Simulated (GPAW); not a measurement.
Runs of GPAW 26.7.0 on MgS (Niningerite). The structure is cubic, space group Fm-3m (No. 225). Conventional cell: a = 5.203 Å, b = 5.203 Å, c = 5.203 Å, α = 90.00°, β = 90.00°, γ = 90.00°. Around S (site symmetry m-3m) lie 6 Mg at 2.60 Å. Mg (site symmetry m-3m) has 6 S at 2.60 Å as nearest neighbours. 

```tsv
level	cell	target pressure	gap on the mesh (eV)	pressure (GPa)	relaxed volume (Å³/atom)
PBEsol+D4	relaxed	-	2.91	0.1	17.07
PBEsol	relaxed to 5 GPa	5 GPa	(c)	5.0	-
PBEsol+D3(BJ)	relaxed	-	2.95	0.2	(b)
PBEsol	relaxed to 10 GPa	10 GPa	3.07	9.9	-
PBEsol	relaxed	-	(a)	0.0	17.40
```

Alike in all rows: task relaxation of cell and atoms; potentials or basis PAW data sets generated in the run's folder for this functional, pw; no spin polarisation; k mesh 9 × 9 × 9; cutoff (eV) 800; smearing fermi-dirac 0.05 eV.

Task: Fill in the values left out.

Result: (a) 2.87; (b) 16.74; (c) 2.98.

Caveats: later steps reuse the first step's grids; an odd mesh through Γ misses points on the zone boundary, where band edges often lie.
